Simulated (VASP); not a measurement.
# TiSe2 (P-3m1) in VASP: further runs

The runs below take TiSe2 through relaxation of cell and atoms, with PBE+D3(BJ).

The COD entry that gives the cell may itself be a prediction, so a difference from it is no test against experiment.

Program: VASP 6.6.1. These are calculated values, not measurements. Logs are shortened: lines on timing, memory, paths and dates and some standing lists are left out, and cuts for length are marked.

**1. The crystal as given**

It takes space group P-3m1 (No. 164, trigonal). The conventional cell has a = 3.536 Å, b = 3.536 Å, c = 6.004 Å, α = 90.00°, β = 90.00°, γ = 120.00°. Ti (site symmetry -3m) has 6 Se at 2.55 Å as nearest neighbours. Se (site symmetry 3m) is surrounded by 3 Ti at 2.55 Å.

**2. Relaxation of cell and atoms, PBE+D3(BJ)**

The input, INCAR:

```
SYSTEM = TiSe2
PREC = Accurate ; ENCUT = 520
EDIFF = 1E-7 ; ISMEAR = 0
SIGMA = 0.02 ; LREAL = .FALSE.
LASPH = .TRUE. ; NELM = 100
ALGO = Normal ; ISIF = 3
LWAVE = .FALSE. ; LCHARG = .FALSE.
GGA = PE ; IVDW = 12
IBRION = 2 ; NSW = 80
EDIFFG = -0.15
```

The input, KPOINTS:

```
Automatic mesh
0
G
  12 12 6
  0 0 0
```

The input, POSCAR:

```
TiSe2
1.0
    3.5360000000      0.0000000000      0.0000000000
   -1.7680000000      3.0622658300      0.0000000000
    0.0000000000      0.0000000000      6.0040000000
Ti Se
1 2
Direct
    0.0000000000      0.0000000000      0.0000000000
    0.3333333300      0.6666666700      0.2552000000
    0.6666666700      0.3333333300      0.7448000000
```

Potentials or basis: VASP PAW PBE potentials, release 64 (Ti_sv, Se).

Launch:

```bash
cat potpaw_PBE.64/Ti_sv/POTCAR potpaw_PBE.64/Se/POTCAR > POTCAR
mpirun -np 1 vasp_std > vasp.out
```

OUTCAR:

```text
SYSTEM = TiSe2
   PREC = Accurate
   ENCUT = 520
   EDIFF = 1E-7
   ISMEAR = 0
   LREAL = .FALSE.
   LASPH = .TRUE.
   NELM = 100
   ISIF = 3
   GGA = PE
   IVDW = 12
   IBRION = 2
   NSW = 80
   EDIFFG = -0.15
 IVDW          = 12

 ion  position               nearest neighbor table
   1  0.000  0.000  0.000-   2 2.55   3 2.55   3 2.55   2 2.55   3 2.55   2 2.55
   2  0.333  0.667  0.255-   1 2.55   1 2.55   1 2.55
   3  0.667  0.333  0.745-   1 2.55   1 2.55   1 2.55

  LATTYP: Found a hexagonal cell.
 ALAT       =     3.5360000000
 C/A-ratio  =     1.6979638009

  Lattice vectors:

 A1 = (   3.5360000000,   0.0000000000,   0.0000000000)
 A2 = (  -1.7680000000,   3.0622658300,   0.0000000000)
 A3 = (   0.0000000000,   0.0000000000,   6.0040000000)

Analysis of symmetry for initial positions (statically):
=====================================================================
 Subroutine PRICEL returns:
 Original cell was already a primitive cell.

 Routine SETGRP: Setting up the symmetry group for a
 hexagonal supercell.

 Subroutine GETGRP returns: Found 12 space group operations
 (whereof 12 operations were pure point group operations)
 out of a pool of 24 trial point group operations.

The static configuration has the point symmetry D_3d.

Analysis of symmetry for dynamics (positions and initial velocities):
=====================================================================
 Subroutine PRICEL returns:
 Original cell was already a primitive cell.

 Routine SETGRP: Setting up the symmetry group for a
 hexagonal supercell.

 Subroutine GETGRP returns: Found 12 space group operations
 (whereof 12 operations were pure point group operations)
 out of a pool of 24 trial point group operations.

The dynamic configuration has the point symmetry D_3d.

 Subroutine INISYM returns: Found 12 space group operations
 (whereof 12 operations are pure point group operations),
 and found     1 'primitive' translations

----------------------------------------------------------------------------------------

                                     Primitive cell

  volume of cell :      65.0123

  direct lattice vectors                    reciprocal lattice vectors
     3.536000000  0.000000000  0.000000000     0.282805430  0.163277791  0.000000000
    -1.768000000  3.062265830  0.000000000     0.000000000  0.326555582  0.000000000
     0.000000000  0.000000000  6.004000000     0.000000000  0.000000000  0.166555630

  length of vectors
     3.536000000  3.536000002  6.004000000     0.326555582  0.326555582  0.166555630

  position of ions in fractional coordinates (direct lattice)
     0.000000000  0.000000000  0.000000000
[... 67 lines left out ...]
   ions per type =               1   2
   NGX,Y,Z   is equivalent  to a cutoff of  13.16, 13.16, 13.29 a.u.
   NGXF,Y,Z  is equivalent  to a cutoff of  26.33, 26.33, 26.58 a.u.
 SYSTEM =  TiSe2
   PREC   = accura    normal or accurate (medium, high low for compatibility)
   ISTART =      0    job   : 0-new  1-cont  2-samecut
   ICHARG =      2    charge: 1-file 2-atom 10-const
   ISPIN  =      1    spin polarized calculation?
   LNONCOLLINEAR =      F non collinear calculations
   LSORBIT =      F    spin-orbit coupling
   LASPH  =      T    aspherical Exc in radial PAW
   ENCUT  =  520.0 eV  38.22 Ry    6.18 a.u.   6.57  6.57 11.16*2*pi/ulx,y,z
   NELM   =    100;   NELMIN=  2; NELMDL= -5     # of ELM steps
   EDIFF  = 0.1E-06   stopping-criterion for ELM
   LREAL  =      F    real-space projection
   EDIFFG = -.1E+00   stopping-criterion for IOM
   NSW    =     80    number of steps for IOM
   IBRION =      2    ionic relax: 0-MD 1-quasi-New 2-CG
   NFREE  =      1    steps in history (QN), initial steepest desc. (CG)
   ISIF   =      3    stress and relaxation
   ISYM   =      2    0-nonsym 1-usesym 2-fastsym
   POTIM  = 0.5000    time-step for ionic-motion
   TEBEG  =    0.0;   TEEND  =   0.0 temperature during run
   PSTRESS=    0.0 pullay stress
   NELECT =      24.0000    total number of electrons
   NUPDOWN=      -1.0000    fix difference up-down
   EMIN   =  10.00;   EMAX   =-10.00  energy-range for DOS
   EFERMI =   0.00;   METHOD = LEGACY
   ISMEAR =     0;   SIGMA  =   0.02  broadening in eV -4-tet -1-fermi 0-gaus
   EFERMI_NEDOS =   21; number of points for ismear=-14 and -15
   IALGO  =     38    algorithm
   IMIX   =      4    mixing-type and parameters
     AMIX     =   0.40;   BMIX     =  1.00
     AMIX_MAG =   1.60;   BMIX_MAG =  1.00
  volume/ion in A,a.u.               =      21.67       146.24
  Fermi-wavevector in a.u.,A,eV,Ry     =   1.174393  2.219280 18.765127  1.379198
  Thomas-Fermi vector in A             =   2.310790
   LORBIT       =      0    0 simple, 1 ext, 2 COOP (PROOUT), +10 PAW based schemes
   GGA     = PE    functional components
   LHFCALC =     F    Hartree Fock is set to
   AEXX    =    0.0000 exact exchange contribution
   IVDW    =    12    specifies the selected vdW correction
   LEPSILON=     F    determine dielectric tensor
   LRPA    =     F    only Hartree local field effects (RPA)
 conjugate gradient relaxation of ions
 non-spin polarized calculation
 Gauss-broadening in eV      SIGMA  =   0.02
  energy-cutoff  :      520.00
  volume of cell :       65.01
 maximum number of plane-waves:      1783
 NGX is ok and might be reduce to    28
   NGX = 13   NGY = 13   NGZ = 23

--------------------------------------- Ionic step        1  -------------------------------------------

 number of electron      24.0000001 magnetization

 Free energy of the ion-electron system (eV)
  ---------------------------------------------------
  ext. energy  EPLUGINS =         0.00000000
  ---------------------------------------------------
  free energy    TOTEN  =       -18.17637931 eV

  energy without entropy =      -18.17624127  energy(sigma->0) =      -18.17631029

 E-fermi :   4.8068     XC(G=0):  -9.9970

 val. band max:        4.7457313313   @ k =   0.5000  -0.0000   0.3333
 cond. band min:       4.8079125520   @ k =   0.0000   0.3333   0.3333
 fundamental gap:      0.0621812207
 Fermi energy:         4.8067708948

 k-point     1 :       0.0000    0.0000    0.0000
  band No.  band energies     occupation
      1     -52.8268      2.00000
      2     -29.0523      2.00000
      3     -29.0414      2.00000
      4     -29.0414      2.00000
      5      -9.1573      2.00000
      6      -7.7284      2.00000
[... 610 lines left out ...]
--------------------------------------- Ionic step        5  -------------------------------------------

 number of electron      24.0000000 magnetization

 Free energy of the ion-electron system (eV)
  ---------------------------------------------------
  ext. energy  EPLUGINS =         0.00000000
  ---------------------------------------------------
  free energy    TOTEN  =       -18.14172977 eV

  energy without entropy =      -18.14140877  energy(sigma->0) =      -18.14156927

 E-fermi :   5.1997     XC(G=0): -10.2060

 val. band max:        5.1932676782   @ k =   0.0000   0.0833   0.3333
 cond. band min:       5.2041814739   @ k =   0.5000  -0.0000   0.1667
 fundamental gap:      0.0109137958
 Fermi energy:         5.1996700106

 k-point     1 :       0.0000    0.0000    0.0000
  band No.  band energies     occupation
      1     -52.3139      2.00000
      2     -28.5460      2.00000
      3     -28.5306      2.00000
      4     -28.5306      2.00000
      5      -8.9343      2.00000
      6      -7.4594      2.00000
[... 481 lines left out ...]
  FREE ENERGIE OF THE ION-ELECTRON SYSTEM (eV)
  ---------------------------------------------------
  free  energy   TOTEN  =       -19.4706766382 eV

  energy  without entropy=      -19.4703556443  energy(sigma->0) =      -19.47051614

 reached required accuracy - stopping structural energy minimisation
```

OSZICAR:

```text
N       E                     dE             d eps       ncg     rms          rms(c)
DAV:   1     0.200570087850E+03    0.20057E+03   -0.11661E+04  3200   0.146E+03
DAV:   2    -0.541289031938E+00   -0.20111E+03   -0.19902E+03  3488   0.370E+02
DAV:   3    -0.206779812963E+02   -0.20137E+02   -0.19597E+02  5056   0.104E+02
[... 57 lines left out ...]
DAV:   5    -0.181416414699E+02   -0.10908E-03   -0.85553E-04  3944   0.256E-01    0.623E-02
DAV:   6    -0.181417252691E+02   -0.83799E-04   -0.25295E-04  5312   0.821E-02    0.269E-02
DAV:   7    -0.181417290863E+02   -0.38172E-05   -0.25176E-05  3720   0.347E-02    0.723E-03
DAV:   8    -0.181417296731E+02   -0.58678E-06   -0.29713E-06  4688   0.125E-02    0.172E-03
DAV:   9    -0.181417297856E+02   -0.11254E-06   -0.85331E-08  1920   0.261E-03    0.112E-03
DAV:  10    -0.181417297662E+02    0.19473E-07   -0.30072E-08  1632   0.156E-03
   5 F= -.19470677E+02 E0= -.19470516E+02  d E =-.795199E-02
```

It took 2.8 min on 1 thread of Intel Xeon 6975P-C (Granite Rapids), shared host; peak memory 0.28 GiB.

Results:

```
Free energy                            : -19.4707 eV
Relaxed volume                         : 20.85 Å³/atom
Relaxed cell                           : a = 3.472 Å, b = 3.472 Å, c = 5.993 Å, α = 90.00°, β = 90.00°, γ = 120.00°
Space group after relaxing (to 0.05 Å) : P-3m1 (No. 164)
Energy gained by relaxing              : 5.6 meV/atom
Ionic steps                            : 5
Pressure after relaxing                : -0.2 GPa
Largest force after relaxing           : 0.009 eV/Å
Band gap on the k mesh                 : none (metal or under the smearing width)
Dispersion energy per atom             : -0.443 eV
```

Forces on the atoms (eV/Å):
```
Ti   0.000  0.000  0.000
Se   0.000  0.000  0.009
Se   0.000  0.000 -0.009
```

Stress tensor (GPa, compression positive):
```
 0.17  0.00  0.00
 0.00  0.17  0.00
 0.00  0.00 -1.05
```

Step by step:
```tsv
step	energy change (eV)	largest force (eV/Å)	pressure (GPa)	volume (Å³)
1	0.0000	0.0892	-1.60	65.01
2	-0.0081	0.3357	0.83	63.00
3	-0.0089	0.2779	0.27	63.44
4	-0.0148	0.1561	0.03	63.04
5	-0.0168	0.0088	-0.24	62.55
```

Final structure:
```
Ti Se
1.0
     3.47150    0.00000    0.00000
    -1.73575    3.00641    0.00000
     0.00000    0.00000    5.99290
Ti Se
1 2
Direct
  0.00000 0.00000 0.00000
  0.33333 0.66667 0.26110
  0.66667 0.33333 0.73890
```

Caveat: the relaxation stopped at a loose force limit of 0.15 eV/Å, so its end isn't a converged minimum.

**3. Relaxation of cell and atoms, PBE+D3(BJ)**

This run uses another cell than the first one, of 20.85 Å³/atom, 0.962 times its volume.

INCAR is that of step 2.

KPOINTS is that of step 2.

The input, POSCAR:

```
TiSe2                                   
1.0
    3.4715012588     -0.0000000000      0.0000000000
   -1.7357506294      3.0064082815     -0.0000000000
    0.0000000000      0.0000000000      5.9928983876
  Ti              Se            
     1     2
Direct
     0.0000000000000000    0.0000000000000000    0.0000000000000000
     0.3333333300000021    0.6666666699999979    0.2611030505503776
     0.6666666699999979    0.3333333300000021    0.7388969494496224
```

Potentials or basis: VASP PAW PBE potentials, release 64 (Ti_sv, Se).

Launch:

```bash
cat potpaw_PBE.64/Ti_sv/POTCAR potpaw_PBE.64/Se/POTCAR > POTCAR
mpirun -np 1 vasp_std > vasp.out
```

OUTCAR:

```text
SYSTEM = TiSe2
   PREC = Accurate
   ENCUT = 520
   EDIFF = 1E-7
   ISMEAR = 0
   LREAL = .FALSE.
   LASPH = .TRUE.
   NELM = 100
   ISIF = 3
   GGA = PE
   IVDW = 12
   IBRION = 2
   NSW = 80
   EDIFFG = -0.15
 IVDW          = 12

 ion  position               nearest neighbor table
   1  0.000  0.000  0.000-   2 2.54   3 2.54   3 2.54   2 2.54   3 2.54   2 2.54
   2  0.333  0.667  0.261-   1 2.54   1 2.54   1 2.54
   3  0.667  0.333  0.739-   1 2.54   1 2.54   1 2.54

  LATTYP: Found a hexagonal cell.
 ALAT       =     3.4715012588
[... 657 lines left out ...]

  FORCE on cell =-STRESS in cart. coord.  units (eV):
  Direction    XX          YY          ZZ          XY          YZ          ZX
  --------------------------------------------------------------------------------------
  -------------------------------------------------------------------------------------
  Total       0.06611     0.06611    -0.40973    -0.00000     0.00000     0.00000
  in kB       1.69358     1.69358   -10.49548    -0.00000     0.00000     0.00000
  external pressure =       -2.37 kB  Pullay stress =        0.00 kB

 VOLUME and BASIS-vectors are now :
 -----------------------------------------------------------------------------
  energy-cutoff  :      520.00
  volume of cell :       62.55
      direct lattice vectors                 reciprocal lattice vectors
     3.471501259  0.000000000  0.000000000     0.288059812  0.166311410  0.000000000
    -1.735750629  3.006408282  0.000000000     0.000000000  0.332622820  0.000000000
     0.000000000  0.000000000  5.992898388     0.000000000  0.000000000  0.166864167

 POSITION                                       TOTAL-FORCE (eV/Angst)
 -----------------------------------------------------------------------------------
      0.00000      0.00000      0.00000        -0.000000      0.000000      0.000000
     -0.00000      2.00427      1.56476        -0.000000      0.000000      0.008719
      1.73575      1.00214      4.42813         0.000000      0.000000     -0.008719
 -----------------------------------------------------------------------------------
    total drift:                                0.000000      0.000000      0.000000

  FREE ENERGIE OF THE ION-ELECTRON SYSTEM (eV)
  ---------------------------------------------------
  free  energy   TOTEN  =       -19.4703721865 eV

  energy  without entropy=      -19.4700512341  energy(sigma->0) =      -19.47021171

 reached required accuracy - stopping structural energy minimisation
```

OSZICAR:

```text
N       E                     dE             d eps       ncg     rms          rms(c)
DAV:   1     0.199049580386E+03    0.19905E+03   -0.11770E+04  3200   0.149E+03
DAV:   2    -0.101324782786E+01   -0.20006E+03   -0.19796E+03  3504   0.370E+02
DAV:   3    -0.204826849104E+02   -0.19469E+02   -0.18995E+02  5096   0.102E+02
DAV:   4    -0.209888326230E+02   -0.50615E+00   -0.50596E+00  3904   0.171E+01
DAV:   5    -0.210111500368E+02   -0.22317E-01   -0.22316E-01  5128   0.297E+00    0.124E+01
DAV:   6    -0.198251958417E+02    0.11860E+01   -0.46289E+01  4360   0.486E+01    0.112E+01
DAV:   7    -0.184104110143E+02    0.14148E+01   -0.28810E+01  4584   0.350E+01    0.482E+00
DAV:   8    -0.181948689728E+02    0.21554E+00   -0.38659E+00  4056   0.147E+01    0.214E+00
DAV:   9    -0.181401840109E+02    0.54685E-01   -0.50218E-01  4080   0.527E+00    0.395E-01
DAV:  10    -0.181417808586E+02   -0.15968E-02   -0.15252E-02  3384   0.110E+00    0.225E-01
DAV:  11    -0.181421948796E+02   -0.41402E-03   -0.17678E-02  4864   0.866E-01    0.212E-01
DAV:  12    -0.181414226179E+02    0.77226E-03   -0.44296E-03  4504   0.434E-01    0.420E-02
DAV:  13    -0.181414324656E+02   -0.98477E-05   -0.58390E-05  3448   0.664E-02    0.224E-02
DAV:  14    -0.181414251754E+02    0.72902E-05   -0.44363E-05  5064   0.430E-02    0.507E-03
DAV:  15    -0.181414253133E+02   -0.13782E-06   -0.43199E-06  3808   0.131E-02    0.240E-03
DAV:  16    -0.181414253145E+02   -0.12637E-08   -0.44775E-07  3640   0.600E-03
   1 F= -.19470372E+02 E0= -.19470212E+02  d E =-.194704E+02
```

CONTCAR:

```text
TiSe2
   1.00000000000000
     3.4715012588000000    0.0000000000000000    0.0000000000000000
    -1.7357506294000000    3.0064082815000002    0.0000000000000000
     0.0000000000000000    0.0000000000000000    5.9928983876000004
  Ti              Se
     1     2
Direct
     0.0000000000000000    0.0000000000000000    0.0000000000000000
     0.3333333300000021    0.6666666699999979    0.2611030505503749
     0.6666666699999979    0.3333333300000021    0.7388969494496251

  0.00000000E+00  0.00000000E+00  0.00000000E+00
  0.00000000E+00  0.00000000E+00  0.00000000E+00
  0.00000000E+00  0.00000000E+00  0.00000000E+00
```

It took 46 s on 1 thread of Intel Xeon 6975P-C (Granite Rapids), shared host; peak memory 0.26 GiB.

Results:

```yaml
Free_energy: -19.4704 eV
Pressure_after_relaxing: -0.2 GPa
Largest_force_after_relaxing: 0.009 eV/Å
Band_gap_on_the_k_mesh: none (metal or under the smearing width)
Dispersion_energy_per_atom: -0.443 eV
```

Forces on the atoms (eV/Å):
```
Ti   0.000  0.000  0.000
Se   0.000  0.000  0.009
Se   0.000  0.000 -0.009
```

Final structure:
```cif
data_structure
_symmetry_space_group_name_H-M 'P 1'
_symmetry_Int_Tables_number 1
_cell_length_a 3.4715
_cell_length_b 3.4715
_cell_length_c 5.9929
_cell_angle_alpha 90.000
_cell_angle_beta 90.000
_cell_angle_gamma 120.000
_cell_volume 62.55
loop_
_atom_site_label
_atom_site_type_symbol
_atom_site_fract_x
_atom_site_fract_y
_atom_site_fract_z
_atom_site_occupancy
Ti1 Ti 0.00000 0.00000 0.00000 1
Se1 Se 0.33333 0.66667 0.26110 1
Se2 Se 0.66667 0.33333 0.73890 1
```

Caveat: the relaxation stopped at its first step, so nothing moved; the relaxation stopped at a loose force limit of 0.15 eV/Å, so its end isn't a converged minimum.
